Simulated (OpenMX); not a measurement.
The system is HfC.

```
CELL_PARAMETERS angstrom
0.00000 2.32500 2.32500
2.32500 0.00000 2.32500
2.32500 2.32500 0.00000
ATOMIC_POSITIONS crystal
Hf 0.50000 0.50000 0.50000
C 0.00000 0.00000 0.00000
```

Base run:

```yaml
Program: OpenMX 3.8.5
Functional: PBE
Potentials_or_basis: OpenMX 2013 PBE set, Hf7.0-s3p2d2f1, C6.0-s2p2d1, grid cutoff 400 Ry
k_mesh: 7 × 7 × 7
Occupations: fermi-dirac, width 0.05 eV
Spin: no spin polarisation
```

Its results: pressure -0.4 GPa.

Question: The run is repeated on the same cell with these changes: potentials or basis from OpenMX 2013 PBE set, Hf7.0-s3p2d2f1, C6.0-s2p2d1, grid cutoff 400 Ry to OpenMX 2013 PBE set, Hf7.0-s3p2d2, C6.0-s2p2, grid cutoff 400 Ry. What comes out?

Answer: Pressure 0.6 GPa.

Caveats: the basis of atomic orbitals isn't converged, which shifts pressures, moduli and gaps.
